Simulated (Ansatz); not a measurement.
## What a change of settings does: Ba (hP4 type)

First run: DFT, PBE, PAW with Ansatz's default frozen-core files, scalar-relativistic (Ansatz 0.2.0).

Command: `ansatz run input.yaml --threads 1 --pin off --max-ram 3072MiB --backend cpu --events-out ev --progress --plain --runs-dir out` It took 12 s on 1 thread of Arm Neoverse V2, on a shared host, peak memory 0.41 GiB.

```yaml
crystal:
  lattice:
    - [3.77941254, 0.0, 0.0]
    - [-1.88970627, 3.273067271, 0.0]
    - [0.0, 0.0, 12.3956423466]
  atoms:
    - { symbol: Ba, position: [0.0, 0.0, 0.0] }
    - { symbol: Ba, position: [0.0, 0.0, 0.5] }
    - { symbol: Ba, position: [0.3333333333, 0.6666666667, 0.25] }
    - { symbol: Ba, position: [0.6666666667, 0.3333333333, 0.75] }
kpoints:
  mp_grid: { grid: [6, 6, 4] }
scf:
  occupations: { method: fermi_dirac, width: 0.05 }
hamiltonian:
  xc: pbe
  pseudopotentials: { kind: paw }
output:
  forces: true
  stress: true
  write_density: true
  write_potential: true
  elf: true
  volumetric_format: npy
relax:
  f_tol: 0.005
  max_steps: 30
  cell: { stress_tol: 0.35, fix: [volume] }
```

The cell comes from a relaxation on PAW files under the same functional, begun from a prototype that needn't be the stable phase.

This run: shape and atoms relaxed at 0.6 of the base cell's volume.

It converges in 13 SCF iterations over all geometries at a pressure of 7.62 GPa, ending at 38.33 Å³/atom, cutoff 420 eV.

The input is then changed:

```diff
   occupations: { method: fermi_dirac, width: 0.05 }
+  n_extra_bands: 32
 hamiltonian:
   xc: pbe
-  pseudopotentials: { kind: paw }
+  pseudopotentials: { kind: nc }
 output:
   stress: true
-  write_density: true
-  write_potential: true
-  elf: true
-  volumetric_format: npy
 relax:
```

Task: What does the second run give?

Result: It converges in 14 SCF iterations over all geometries at a pressure of 7.63 GPa, ending at 38.33 Å³/atom, cutoff 770 eV. More than one line changes, and not each need have an effect.
